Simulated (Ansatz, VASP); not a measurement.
# One calculation of Al, two programs

```
Al
1.0
     2.84580    0.00000    0.00000
    -1.42290    2.46454    0.00000
     0.00000    0.00000    9.24683
Al
4
Direct
  0.00000 0.00000 0.00000
  0.33333 0.66667 0.25000
  0.00000 0.00000 0.50000
  0.66667 0.33333 0.75000
```

This isn't the form of Al at room conditions, which is fcc.

Alike in both runs: task single point; functional LDA; k mesh 9 × 9 × 3; occupations fermi-dirac, width 0.15 eV; no spin polarisation.

|  | VASP | Ansatz |
| --- | --- | --- |
| version | VASP 6.6.1 | Ansatz 0.2.0 |
| potentials or method | VASP PAW LDA potentials, release 64 (Al) | plane waves, PAW |
| plane-wave cutoff (eV) | 520 | 510 |
| valence electrons in the cell | 12 | 12 |

Ansatz gave:

```
pressure (GPa)                                  : -1.8
largest component of the traceless stress (GPa) : 1.37
```

**Question.** Estimate VASP's values.

**Answer.** Pressure (GPa): -1.7; largest component of the traceless stress (GPa): 1.37.
